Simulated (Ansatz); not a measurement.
## Orbital-resolved density of states of Se

```
CELL_PARAMETERS angstrom
4.35517 0.00000 0.00000
-2.17758 3.77169 0.00000
0.00000 0.00000 4.94945
ATOMIC_POSITIONS crystal
Se 0.21700 0.00000 0.16667
Se 0.00000 0.21700 0.83333
Se 0.78300 0.78300 0.50000
```

Atom numbers follow the list: Se1, Se2, Se3.

The geometry is COD entry 9008579, unchecked; take it as a test cell.

All numbers below come from DFT, PBEsol, all-electron LAPW, scalar-relativistic (Ansatz 0.2.0).

Numerical set-up: a Γ-centred 8×8×6 k mesh, Fermi–Dirac smearing of 0.02 eV, basis error target 1 meV/atom, no spin polarisation.

States per eV for one atom of each kind, in 0.4 eV bins named by their centres, from the valence-band top, projected on a minimal set of Löwdin-orthogonalised atomic shells; orbitals are real harmonics on the Cartesian axes, equal curves share a column, and empty bins are left out, as is all above 7.1 eV, near the top of the computed bands.

Se1 4p:

```
# E all pz px py
-13.4 0.04 0.03 0.00 0.01
-13.0 0.04 0.03 0.00 0.01
-12.6 0.05 0.03 0.00 0.01
-12.2 0.03 0.02 0.00 0.01
-11.8 0.04 0.02 0.00 0.01
-11.4 0.05 0.03 0.01 0.01
-11.0 0.05 0.02 0.02 0.01
-10.6 0.07 0.02 0.05 0.01
-10.2 0.03 0.01 0.02 0.00
-9.8 0.01 0.00 0.01 0.00
-6.2 0.07 0.03 0.00 0.03
-5.8 0.48 0.23 0.05 0.20
-5.4 0.94 0.44 0.31 0.19
-5.0 1.03 0.45 0.42 0.16
-4.6 0.53 0.20 0.27 0.07
-4.2 0.43 0.12 0.27 0.05
-3.8 0.56 0.09 0.39 0.09
-3.4 0.62 0.06 0.39 0.18
-3.0 0.17 0.02 0.02 0.13
-2.6 0.39 0.07 0.06 0.27
-2.2 0.70 0.12 0.12 0.47
-1.8 1.18 0.21 0.18 0.79
-1.4 0.69 0.18 0.07 0.43
-1.0 0.83 0.24 0.11 0.47
-0.6 0.57 0.11 0.12 0.34
-0.2 0.21 0.02 0.05 0.14
1.0 0.01 0.00 0.01 0.00
1.4 0.45 0.06 0.32 0.07
1.8 0.84 0.24 0.49 0.10
2.2 0.70 0.32 0.30 0.08
2.6 0.95 0.54 0.27 0.14
3.0 0.71 0.38 0.17 0.16
3.4 0.44 0.21 0.10 0.13
3.8 0.27 0.11 0.06 0.10
4.2 0.02 0.01 0.01 0.01
5.4 0.01 0.00 0.00 0.00
5.8 0.04 0.01 0.02 0.01
6.2 0.06 0.02 0.02 0.01
6.6 0.01 0.00 0.01 0.00
```

Se1 4s:

```
# E all
-13.4 0.20
-13.0 0.21
-12.6 0.22
-12.2 0.12
-11.8 0.18
-11.4 0.25
-11.0 0.27
-10.6 0.41
-10.2 0.21
-9.8 0.09
-9.4 0.01
-5.8 0.01
-5.4 0.03
-5.0 0.06
-4.6 0.04
-4.2 0.04
-3.8 0.05
-3.4 0.05
-3.0 0.01
-2.6 0.02
-2.2 0.03
-1.8 0.05
-1.4 0.02
-1.0 0.02
-0.6 0.02
-0.2 0.01
1.4 0.04
1.8 0.07
2.2 0.05
2.6 0.04
3.0 0.02
3.4 0.01
3.8 0.01
```
